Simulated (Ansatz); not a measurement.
# Equation of state of GaP and its gap

A database entry relaxed whole under r2SCAN (F-43m):

```
Ga P
1.0
     0.00000    2.72571    2.72571
     2.72571    0.00000    2.72571
     2.72571    2.72571    0.00000
Ga P
1 1
Direct
  0.00000 0.00000 0.00000
  0.25000 0.25000 0.25000
```

The cell was scaled uniformly, its shape held, and the atoms relaxed at each volume with plane-wave PAW DFT (Ansatz 0.2.0; r2SCAN, 500 eV, 10×10×10 Γ-centred mesh, fermi-dirac occupations of width 0.020 eV; no spin, no spin-orbit coupling). One row is withheld.

```tsv
volume (Å³/atom)	energy over the lowest (meV/atom)	pressure (GPa)	gap over mesh and path (eV)
19.036	22.5	6.24	1.74
19.441	9.6	3.94	1.78
19.846	2.3	1.87	1.82
20.251	0.0	0.02	1.86
20.656	?	?	?
21.061	8.2	-3.14	1.91
21.466	17.9	-4.48	1.85
```

Q: Fit the pressures of the other rows to the third-order Birch-Murnaghan form.

A: With f = [(V₀/V)^(2/3) − 1]/2 and P = 3B₀f(1 + 2f)^(5/2)[1 + 3(B₀′ − 4)f/2], least squares gives V₀ = 20.25 Å³ an atom, B₀ = 87.7 GPa and B₀′ = 4.4; the rows miss the fit by less than 0.01 GPa. The slope of the energies differs from these pressures by less than 0.05 GPa.

Q: How does the gap move with volume?

A: It runs from 1.74 eV at the smallest volume to 1.85 eV at the largest, not along one parabola: a band edge changes its place in the zone on the way, so no one slope is given.

Q: What does the withheld row hold?

A: The fit gives -1.65 GPa at 20.656 Å³; the run gave -1.65 GPa and 2.1 meV an atom. Its gap is 1.89 eV.

Caveats: the shape of the cell was held; 0 K, fixed nuclei; the symmetry was kept, and this need not be the phase that is stable at 0 K; one mesh for all volumes; r2SCAN gaps lie as a rule under measured ones; pressure is positive in compression.
